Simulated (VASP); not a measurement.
BaTe under changes of volume

One of the cells (40.445 Å³/atom); the others are scaled copies at fixed shape and fractional positions:

```
CELL_PARAMETERS angstrom
0.00000 3.43258 3.43258
3.43258 0.00000 3.43258
3.43258 3.43258 0.00000
ATOMIC_POSITIONS crystal
Ba 0.00000 0.00000 0.00000
Te 0.50000 0.50000 0.50000
```

- Program: VASP 6.6.1
- Functional: PBEsol
- Potentials or basis: VASP PAW PBE potentials, release 64 (Ba_sv, Te)
- Cutoff: 520 eV
- k mesh: 7 × 7 × 7
- Occupations: fermi-dirac, width 0.05 eV
- Spin: no spin polarisation

```tsv
volume (Å³/atom)	energy over the lowest point (meV/atom)	pressure (GPa)	gap on the mesh (eV)
37.273	?	?	?
38.066	50.83	4.2	1.18
38.859	32.31	3.3	1.23
40.445	8.64	1.6	1.34
41.238	2.63	0.9	1.39
42.031	0.00	0.2	1.43
```

What does the run at 37.273 Å³/atom give?

Energy over the lowest point 74.44 meV/atom; pressure 5.3 GPa; gap on the mesh 1.11 eV.

Worked out: A Birch-Murnaghan fit of order 3 (a polynomial in V^(-2/3)) to the other rows has its minimum at 42.31 Å³/atom, just outside them, with B0 = V·E''(V) = 32 GPa and B' = 4.4. It gives 74.47 meV/atom at 37.273 Å³/atom, against the run's 74.44, and -dE/dV = 5.3 GPa, against 5.3. A straight line through the other rows of the gap, of slope 2.57 eV per unit of ln V, extrapolates to 1.13 eV, against the run's 1.11.

Energies are extrapolated to zero smearing.

Caveats: the PAW data sets were made with another functional, which shifts forces and pressure a little; spin-orbit coupling is left out, which moves the levels of the heavy elements; an odd mesh through Γ misses points on the zone boundary, where band edges often lie.
